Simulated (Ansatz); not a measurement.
Write the native input for Ansatz 0.2.0 that does the following.

```yaml
Task: single point
Functional: HSE06 form with a typed share of exact exchange
Potentials_or_basis: Ansatz PAW
Cutoff: "420 eV (not typed: the program's choice for these potentials)"
k_mesh: 5 × 5 × 5
Occupations: fermi-dirac, width 0.05 eV
Spin: no spin polarisation
Screening_1/Å: 0.3
Share_of_exact_exchange: 0.25
```

The system is As.

```xyz
2
Lattice="-2.7037 0.0000 -2.7037 0.0000 -2.7037 -2.7037 -2.7037 -2.7037 0.0000" Properties=species:S:1:pos:R:3 pbc="T T T"
As   -1.4417   -1.3087   -1.3613
As   -3.9656   -4.0987   -4.0461
```

This isn't the form of As at room conditions, which is rhombohedral.

The cell isn't the ideal one: all atoms moved at random, sigma 0.1 Å a component.

These files were run (other wordings do the same):

input.yaml

```yaml
crystal:
  lattice:
    - [-2.70368174, 0.0, -2.70368174]
    - [0.0, -2.70368174, -2.70368174]
    - [-2.70368174, -2.70368174, 0.0]
  atoms:
    - { symbol: As, position: [0.27635154, 0.22713992, 0.25689971] }
    - { symbol: As, position: [0.72364846, 0.77286008, 0.74310029] }
hamiltonian:
  xc: { exchange: pbe, correlation: pbe, exx: { coeff: 0.25, omega: 0.3 } }
  pseudopotentials: { kind: paw }
kpoints:
  mp_grid: { grid: [5, 5, 5] }
scf:
  occupations: { method: fermi_dirac, width: 0.05 }
output:
  forces: true
  stress: true
  eigenvalues: true
  write_density: true
  write_potential: true
  elf: true
  volumetric_format: npy
```

Potentials or basis: Ansatz PAW.

Run with:

```bash
$ ansatz run input.yaml --threads 2 --pin off --max-ram 5632MiB --backend cpu --events-out ev --progress --plain --runs-dir out
```

It gave:

```
Pressure               : 1.5 GPa
Largest force          : 0.917 eV/Å
Band gap on the k mesh : 0.18 eV, indirect (least direct gap 0.37 eV)
```

Caveat: odd divisions of the mesh miss points on the zone boundary, where band edges often lie, so the gap on the mesh can be too wide; the PAW data sets come from PBE, with cores solved anew for the run's functional, which leaves a small shift of forces and pressure; the thresholds are loose for stress.

Wall time 40 s on 2 threads of Arm Neoverse V1, with other jobs on the host, peak memory 1 GiB.
